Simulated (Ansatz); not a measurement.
BP (F-43m), two-dimensional strain map

Method: Ansatz 0.2.0, DFT PBE, scalar-relativistic, plane waves, PAW. Cutoff 420 eV, Γ-centred 10×10×10 k-points, Gaussian smearing of 0.05 eV. No spin polarisation. Energies are free energies at this smearing, counted from the undisturbed cell; pressure is positive in compression.

The starting cell (as given, not relaxed at this level; it stands at 1.1 GPa):

```yaml
crystal:
  lattice:
    - [0.00000, 2.26900, 2.26900]
    - [2.26900, 0.00000, 2.26900]
    - [2.26900, 2.26900, 0.00000]
  atoms:
    - { symbol: B, position: [0.00000, 0.00000, 0.00000] }
    - { symbol: P, position: [0.75000, 0.75000, 0.75000] }
```

The cell is strained by p along both x and y and by q along z, fractional coordinates fixed. Points are written (p, q).

p was sampled at -0.080, -0.040, 0.000, 0.040, 0.080 and q at -0.080, -0.040, 0.000, 0.040, 0.080.

Task: Where on the computed points is the energy highest, and how high?

Result: At (-0.080, -0.080): 456.3 meV/atom.

Task: Away from (0, 0), which computed point is lowest?

Result: (0.000, 0.040): 16.2 meV/atom.

The map, in meV/atom:

```
 p \ q  -0.080  -0.040  0.000  0.040  0.080
-0.080   456.3   321.4  244.9  221.7  246.2
-0.040   204.9   107.2   59.9   59.0  100.1
 0.000    91.4    24.0    0.0   16.2   69.1
 0.040    86.7    44.1   38.6   67.9  129.0
 0.080   166.6   144.3  153.5  192.4  259.0
```